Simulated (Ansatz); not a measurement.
# K2S: the cost of one run

Code: Ansatz 0.2.0. G0W0, plane waves. No spin polarisation and no zero-point or thermal motion.

### Step 1. The system as given

The cell was relaxed beforehand with r2SCAN.

The symmetry is Fm-3m (No. 225, cubic); a = 7.405 Å in the conventional setting, 33.84 Å³ an atom. K has 4 S at 3.21 Å; S has 8 K at 3.21 Å.

The structure in full:

```
CELL_PARAMETERS angstrom
0.00000 3.70271 3.70271
3.70271 0.00000 3.70271
3.70271 3.70271 0.00000
ATOMIC_POSITIONS crystal
K 0.75000 0.75000 0.75000
K 0.25000 0.25000 0.25000
S 0.00000 0.00000 0.00000
```

### Step 2. 303 empty bands, 120 eV

The input, input.yaml:

```yaml
crystal:
  lattice:
    - [0.0, 3.70270514, 3.70270514]
    - [3.70270514, 0.0, 3.70270514]
    - [3.70270514, 3.70270514, 0.0]
  atoms:
    - { symbol: K, position: [0.75, 0.75, 0.75] }
    - { symbol: K, position: [0.25, 0.25, 0.25] }
    - { symbol: S, position: [0.0, 0.0, 0.0] }
kpoints:
  mp_grid: { grid: [4, 4, 4] }
hamiltonian:
  xc: pbe
scf:
  occupations: { method: fixed }
gw:
  n_empty_bands: 303
  ecut_chi: 120
  qp_bands: [v2, c2]
  qp_kpoints: band_edges
  screening: { model: contour_deformation }
```

**Question.** How long does this run take on 1 × NVIDIA H100 80GB HBM3 with 2 threads of AMD EPYC 7R13 (Zen 3), shared host, and how much memory does it need?

About 27 s, with a peak of 1.4 GiB on the host.
